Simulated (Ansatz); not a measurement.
# TiTe2 (P-3m1) in Ansatz: further runs

The runs below take TiTe2 through single point, with PBE.

All numbers are computed with Ansatz 0.2.0; they aren't measurements. Logs are shortened: lines on timing, memory, paths and dates and some standing lists are left out, and cuts for length are marked.

### Step 1. The structure

The structure is trigonal, space group P-3m1 (No. 164). The conventional cell has a = 3.777 Å, b = 3.777 Å, c = 6.498 Å, α = 90.00°, β = 90.00°, γ = 120.00°. Te (site symmetry 3m) is surrounded by 3 Ti at 2.77 Å. Around Ti (site symmetry -3m) lie 6 Te at 2.77 Å.

### Step 2. Single point, PBE

File input.yaml:

```yaml
crystal:
  lattice:
    - [3.777, 0.0, 0.0]
    - [-1.8885, 3.2709779501, 0.0]
    - [0.0, 0.0, 6.498]
  atoms:
    - { symbol: Te, position: [0.3333333333, 0.6666666667, 0.7372] }
    - { symbol: Te, position: [0.6666666667, 0.3333333333, 0.2628] }
    - { symbol: Ti, position: [0.0, 0.0, 0.0] }
hamiltonian:
  xc: pbe
  pseudopotentials: { kind: paw }
kpoints:
  mp_grid: { grid: [8, 8, 4] }
scf:
  occupations: { method: gaussian, width: 0.016 }
output:
  forces: true
  stress: true
  eigenvalues: true
  write_density: true
  write_potential: true
  elf: true
  volumetric_format: npy
```

Potentials or basis: Ansatz PAW.

Run with:

```sh
$ ansatz run input.yaml --threads 2 --pin off --max-ram 5632MiB --backend cpu --events-out ev --progress --plain --runs-dir out
```

Standard output:

```text
Warning: RAYON_NUM_THREADS=2 ignored (pool sized by the plan → 2); use --threads N
Engine: ansatz 0.2.0, x86_64-unknown-linux-gnu
Pseudopotentials: kind: paw
Pseudopotential: Te, paw, valence charge 16, recommended cutoff 420 eV (normal), Te.paw.azcp
Pseudopotential: Ti, paw, valence charge 12, recommended cutoff 420 eV (normal), Ti.paw.azcp
Functional definition: PBE
  parameter kappa = 0.804
  parameter beta = 0.06672455060314922
  exchange = pbe_x(kappa = kappa, mu = beta*pi^2/3)
  correlation = pbe_c(beta = beta)
Crystal: 3 atoms, lattice volume = 80.279 Å³
Basis set: ecut = 420 eV, 1581 PW (Γ), exchange–correlation on 54×54×90 points (8 copies of the dense FFT grid, shifted against one another)
Bands: 27, of which v1, the nominal top of the filled ones, is band 22 counted from 1 (21 counted from 0)
Symmetry: 12 space group operations
Space group: P-3m1 (ITA 164), of the structure as read, at distance tolerance 4.3e-5 Å
k-points: 35 of 256
Non-local potential: Te, projectors of the file, l = 0: 2, l = 1: 2, l = 2: 2, l = 3: 2
Non-local potential: Ti, projectors of the file, l = 0: 3, l = 1: 2, l = 2: 3, l = 3: 1
PAW form: soft (Blöchl's): semilocal exchange-correlation on the pseudo side does not see the compensation charge
PAW one-centre angular grid: Te, 590 points (default); XC on 64 Gauss nodes
PAW one-centre angular grid: Ti, 590 points (default); XC on 64 Gauss nodes
Initial density: superposition of atomic densities (neutral atoms: chi_scale 0, normalization atom), corrected by the library's trained network
Initial wavefunctions: pseudopotential atomic-orbital guess
Functional: x = pbe(κ = 0.804, μ = 0.2195149727645171), c = pbe(β = 0.06672455060314922)
SCF iter   1: F=—  HF=-16461.678396 eV  |F-HF|=—  |Δ(HF+E_count)|=         —  Δρ=3.30e-3  dr2=1.56e-2  ethr=1.77e-3  ⟨swp⟩=6.3  Hψ=4316  notcnv=0
preconditioner: auto → LDOS  [metal: Δε(μ)=0.008 eV  Ē_g=6.309 eV  σ=0.016 eV  W_gap=0.28  n_scr=22 (ndim 8)  ℏωp=16.6 eV  f_vac=0.014  D(μ)=3.55/eV (n_scr^D=34)  β→1.0]
SCF iter   2: F=—  HF=-16461.676834 eV  |F-HF|=—  |Δ(HF+E_count)|=   1.56e-3  Δρ=1.23e-3  dr2=8.91e-4  ethr=3.55e-5  ⟨swp⟩=2.9  Hψ=2037  notcnv=0  defer=34
SCF iter   3: F=—  HF=-16461.676650 eV  |F-HF|=—  |Δ(HF+E_count)|=   1.84e-4  Δρ=5.50e-4  dr2=3.34e-4  ethr=2.02e-6  ⟨swp⟩=2.0  Hψ=1787  notcnv=0  defer=34
SCF iter   4: F=—  HF=-16461.676578 eV  |F-HF|=—  |Δ(HF+E_count)|=   7.21e-5  Δρ=2.19e-4  dr2=9.19e-5  ethr=7.60e-7  ⟨swp⟩=2.0  Hψ=1650  notcnv=0  defer=34
SCF iter   5: F=—  HF=-16461.676559 eV  |F-HF|=—  |Δ(HF+E_count)|=   1.92e-5  Δρ=6.03e-5  dr2=2.47e-6  ethr=2.09e-7  ⟨swp⟩=2.1  Hψ=1073  notcnv=0  defer=34
SCF iter   6: F=-16461.676559 eV  HF=-16461.676559 eV  |F-HF|=6.58e-9  |Δ(HF+E_count)|=   2.12e-7  Δρ=8.66e-6  dr2=5.01e-8  ethr=2.27e-10  ⟨swp⟩=10.5  Hψ=6396  notcnv=0
SCF 1 converged in 6 iterations: F = -16461.676559 eV  dr2 = 5.01e-8
SCF converged after 6 iterations
Free energy (F): -16461.676559 eV
Harris-Foulkes:  -16461.676559 eV  (|F-HF|=6.58e-9)
Internal energy: -16461.676195 eV  (E = F + TS)
E sigma→0 (E₀):  -16461.676377 eV
Entropy (-TS):   -0.000364 eV (-0.121 meV/atom)
Fermi energy:    10.233940 eV
--- Per-component energies (eV) ---
  E_band       = -668.449479
  E_kinetic    = 633.161306
  E_local      = -3434.084084  (includes V_loc(G=0)·N_el)
  E_nonlocal   = -611.970128
  E_hartree    = 2003.294610
  E_xc         = -346.537067
  E_vxc        = -330.937727  (∫ρ·V_xc dr)
  E_paw        = -10372.598919  (= ΣΔE_a)
  E_vpaw       = -931.216500  (= ΣTr[D̂ρ^β])
  E_aug_tail   = -0.000223  (compensation charges beyond the density's cutoff)
  E_ewald      = -4332.941691
  E_smearing   = -0.000364  (= −TS)
  E_closure    = -0.000000  (closes the sum)
  Σ components = -16461.676559   (vs F -16461.676559, Δ=0.00e0)
--- Forces (eV/Å), atoms counted from 1 ---
  atom   1  Te     0.00000000    -0.00000000    -0.01197321
  atom   2  Te    -0.00000000     0.00000000     0.01197321
  atom   3  Ti     0.00000000     0.00000000     0.00000000
  max |Σ_I F_I| component: 3.16e-30 eV/Å
--- Stress (GPa, compression-positive) ---
        0.696687      -0.000000      -0.000000
        0.000000       0.696687      -0.000000
       -0.000000      -0.000000       1.274853
  P = ⅓ Tr σ = 0.8894 GPa (8.894 kbar)
--- Band table (eV; the first three rows and the last of 35) ---
  k-point 0: bands = ["-47.1954", "-26.2416", "-26.2416", "-26.2375", "-26.2375", "-26.2190", "-26.2190", "-26.2173", "-26.2173", "-26.2104", "-26.2084", "-23.4444", "-23.4444", "-23.4208", "-2.1358", "-0.6317", "5.0476", "8.5923", "8.5923", "10.6187", "10.6665", "10.6665", "10.8407", "11.3387", "11.3387", "13.3266", "13.3266"]
  k-point 1: bands = ["-47.1954", "-26.2427", "-26.2427", "-26.2366", "-26.2366", "-26.2186", "-26.2186", "-26.2174", "-26.2174", "-26.2101", "-26.2087", "-23.4444", "-23.4444", "-23.4208", "-1.9749", "-0.9258", "5.6868", "8.6271", "8.6271", "9.2524", "10.6608", "10.6608", "11.1718", "11.1718", "11.2157", "13.5472", "13.5472"]
  k-point 2: bands = ["-47.1954", "-26.2436", "-26.2436", "-26.2360", "-26.2360", "-26.2180", "-26.2180", "-26.2177", "-26.2177", "-26.2095", "-26.2093", "-23.4444", "-23.4444", "-23.4208", "-1.6218", "-1.3991", "6.9707", "7.6301", "8.6641", "8.6641", "10.6560", "10.6560", "11.0219", "11.0219", "11.2890", "13.7568", "13.7568"]
  k-point 34: bands = ["-47.1925", "-26.2430", "-26.2359", "-26.2345", "-26.2321", "-26.2210", "-26.2205", "-26.2185", "-26.2171", "-26.2038", "-26.2036", "-23.4825", "-23.4688", "-23.3998", "-0.1682", "-0.0724", "5.8927", "6.1064", "7.0469", "7.2809", "8.4638", "8.7156", "10.9717", "11.3700", "11.4394", "12.8943", "13.5511"]
```

Run time: 2 s. Hardware: 2 threads of Intel Xeon 6975P-C (Granite Rapids), shared host; peak memory 0.44 GiB.

Results:

* Free energy: -16461.6766 eV
* Pressure: 0.9 GPa
* Largest force: 0.012 eV/Å
* Band gap on the k mesh: none (metal or under the smearing width)

Forces in eV/Å, atoms in the order of the input:
```
Te   0.000  0.000 -0.012
Te   0.000  0.000  0.012
Ti   0.000  0.000  0.000
```

Stress tensor (GPa, compression positive):
```
0.70 0.00 0.00
0.00 0.70 0.00
0.00 0.00 1.27
```

Levels at points of the mesh, in eV from the Fermi level:
| k point | band 19 | band 20 | band 21 | band 22 | band 23 | band 24 | band 25 | band 26 |
| --- | --- | --- | --- | --- | --- | --- | --- | --- |
| (0.00, 0.00, 0.00) | -1.64 | 0.38 | 0.43 | 0.43 | 0.61 | 1.10 | 1.10 | 3.09 |
| (0.00, 0.00, -0.50) | -1.57 | -1.57 | 0.42 | 0.42 | 0.79 | 0.79 | 1.06 | 3.52 |
| (0.00, -0.50, 0.00) | -2.68 | -2.36 | -1.72 | -1.10 | 0.05 | 1.19 | 1.52 | 2.45 |
| (0.00, -0.50, -0.50) | -2.37 | -1.99 | -0.95 | -0.57 | -0.23 | 1.18 | 1.49 | 2.64 |

Caveat: this functional lacks dispersion, which binds the layers, so the pressure and a relaxed spacing across them are unreliable. Spin-orbit coupling is left out, which matters for the levels of Te.

### Step 3. Single point, PBE

input.yaml, as its differences from that of step 2:

```diff
@@ -15,3 +15,3 @@
 scf:
-  occupations: { method: gaussian, width: 0.016 }
+  occupations: { method: gaussian, width: 0.017 }
 output:
@@ -20,5 +20 @@
   eigenvalues: true
-  write_density: true
-  write_potential: true
-  elf: true
-  volumetric_format: npy
```

Potentials or basis: Ansatz PAW.

Run with:

```sh
$ ansatz run input.yaml --threads 2 --pin off --max-ram 5632MiB --backend cpu --events-out ev --progress --plain --runs-dir out
```

It took 1.6 s on 2 threads of Intel Xeon 6975P-C (Granite Rapids), shared host; peak memory 0.44 GiB.

It converged, with:

```yaml
Free_energy: -16461.6766 eV
Pressure: 0.9 GPa
Largest_force: 0.011 eV/Å
Band_gap_on_the_k_mesh: none (metal or under the smearing width)
```

Forces on the atoms (eV/Å):
```
Te   0.000  0.000 -0.011
Te   0.000  0.000  0.011
Ti   0.000  0.000  0.000
```

Stress tensor (GPa, compression positive):
```
0.70 0.00 0.00
0.00 0.70 0.00
0.00 0.00 1.27
```

Levels at points of the mesh, in eV from the Fermi level:
| k point | band 20 | band 21 | band 22 | band 23 | band 24 | band 25 |
| --- | --- | --- | --- | --- | --- | --- |
| (0.00, 0.00, 0.00) | 0.38 | 0.43 | 0.43 | 0.61 | 1.10 | 1.10 |
| (0.00, 0.00, -0.50) | -1.57 | 0.42 | 0.42 | 0.79 | 0.79 | 1.05 |
| (0.00, -0.50, 0.00) | -2.36 | -1.72 | -1.10 | 0.05 | 1.19 | 1.52 |
| (0.00, -0.50, -0.50) | -1.99 | -0.95 | -0.57 | -0.23 | 1.18 | 1.49 |

Caveat: this functional lacks dispersion, which binds the layers, so the pressure and a relaxed spacing across them are unreliable. The run has no spin-orbit coupling, so splittings on Te are missing.

### Step 4. Single point, PBE

input.yaml, as its differences from that of step 3:

```diff
@@ -15,3 +15,3 @@
 scf:
-  occupations: { method: gaussian, width: 0.017 }
+  occupations: { method: gaussian, width: 0.018 }
 output:
```

Run with:

```sh
$ ansatz run input.yaml --threads 2 --pin off --max-ram 5632MiB --backend cpu --events-out ev --progress --plain --runs-dir out
```

Run time: 1.9 s. Hardware: 2 threads of Intel Xeon 6975P-C (Granite Rapids), shared host; peak memory 0.43 GiB.

Results (log left out):

- Free energy: -16461.6766 eV
- Pressure: 0.9 GPa
- Largest force: 0.011 eV/Å
- Band gap on the k mesh: none (metal or under the smearing width)

Forces in eV/Å, atoms in the order of the input:
```
Te   0.000  0.000 -0.011
Te   0.000  0.000  0.011
Ti   0.000  0.000  0.000
```

Stress tensor (GPa, compression positive):
```
0.70 0.00 0.00
0.00 0.70 0.00
0.00 0.00 1.27
```

Levels at points of the mesh, in eV from the Fermi level:
```tsv
k point	band 19	band 20	band 21	band 22	band 23	band 24	band 25	band 26
(0.00, 0.00, 0.00)	-1.64	0.38	0.43	0.43	0.61	1.10	1.10	3.09
(0.00, 0.00, -0.50)	-1.57	-1.57	0.42	0.42	0.79	0.79	1.05	3.52
(0.00, -0.50, 0.00)	-2.68	-2.36	-1.72	-1.10	0.05	1.19	1.51	2.45
(0.00, -0.50, -0.50)	-2.37	-1.99	-0.95	-0.57	-0.23	1.18	1.49	2.64
```

Caveat: this functional lacks dispersion, which binds the layers, so the pressure and a relaxed spacing across them are unreliable. The run has no spin-orbit coupling, so splittings on Te are missing.

### Step 5. Overview

```csv
smearing,gap on the mesh (eV),pressure (GPa),largest force (eV/Å)
gaussian 0.016 eV,none,0.9,0.01
gaussian 0.017 eV,none,0.9,0.01
gaussian 0.018 eV,none,0.9,0.01
```

Alike in all rows: task single point; level PBE; potentials or basis Ansatz PAW; no spin polarisation; cell as given; k mesh 8 × 8 × 4; cutoff (eV) 420.

Every run on the cell as given and a fine mesh finds a metal.

Caveats: this functional lacks dispersion, which binds the layers, so the pressure and a relaxed spacing across them are unreliable.

Absolute energies hang on the potentials; compare differences alone.
